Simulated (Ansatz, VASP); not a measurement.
**One calculation of HfN, two programs**

```xyz
2
Lattice="0.0000 2.2590 2.2590 2.2590 0.0000 2.2590 2.2590 2.2590 0.0000" Properties=species:S:1:pos:R:3 pbc="T T T"
Hf    0.0000    0.0000    0.0000
N     2.2590    2.2590    2.2590
```

Alike in both runs: task relaxation of cell and atoms; functional PBE; k mesh 16 × 16 × 16; occupations gaussian, width 0.1 eV; no spin polarisation.

|  | VASP | Ansatz |
| --- | --- | --- |
| version | VASP 6.6.1 | Ansatz 0.2.0 |
| potentials or method | VASP PAW PBE potentials, release 64 (Hf_pv, N) | scalar-relativistic, plane waves, PAW |
| plane-wave cutoff (eV) | 600 | 420 |
| valence electrons in the cell | 15 | 31 |

```tsv
	VASP	Ansatz	Ansatz less VASP
gap on the k mesh at the Fermi level, each at its own relaxed structure (eV)	none	none	-
relaxed volume (Å³/atom)	11.65	11.76	+0.107
relaxed cell length with the largest relative difference (Å)	3.206	3.216	+0.0098
energy change over the relaxation (meV/atom)	-1	-4	-2.7
```

A gap of «none» marks a metal or a gap that the smearing closes. The two sets of potentials don't hold the same shells in valence.

The runs have no spin-orbit coupling, so splittings on Hf are missing. PBE usually gives volumes a little too large and moduli too small. Zero-point motion and thermal expansion aren't in these numbers.
